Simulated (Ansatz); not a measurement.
Input of an Ansatz 0.2.0 run:

File input.yaml:

```yaml
crystal:
  lattice:
    - [0.0, 2.2535006075, 2.2535006075]
    - [2.2535006075, 0.0, 2.2535006075]
    - [2.2535006075, 2.2535006075, 0.0]
  atoms:
    - { symbol: Ga, position: [0.0, 0.0, 0.0] }
    - { symbol: "N", position: [0.25, 0.25, 0.25] }
kpoints:
  mp_grid: { grid: [10, 10, 10] }
scf:
  occupations: { method: gaussian, width: 0.015 }
hamiltonian:
  xc: pbe
  pseudopotentials: { kind: all_electron, lapw: { basis_error: 0.001 } }
output:
  forces: true
  stress: true
  eigenvalues: true
```

Potentials or basis: all-electron LAPW, scalar-relativistic.

Command:

```bash
$ ansatz run input.yaml --threads 1 --pin off --max-ram 3072MiB --backend cpu --events-out ev --progress --plain --runs-dir out
```

Problem. Predict the band gap on the k mesh.

Solution. 1.73 eV, direct.

Problem. Predict the pressure.

Solution. 4.9 GPa.

**Measured values to compare with.**

From a printed reference work, textbook, for a bulk crystal of GaN at 0 K: band gap 3.299 eV (direct).

A measured gap of GaN is 3.299 eV (direct; 0 K; a printed reference work, textbook); the calculated 1.73 eV misses it by -1.56 eV. Spin-orbit coupling on Ga is left out. The value is that of PBE, without temperature or zero-point motion. Semilocal functionals fall short of measured gaps as a rule. The cell is a database's relaxed one, not the measured one, which moves gaps too.
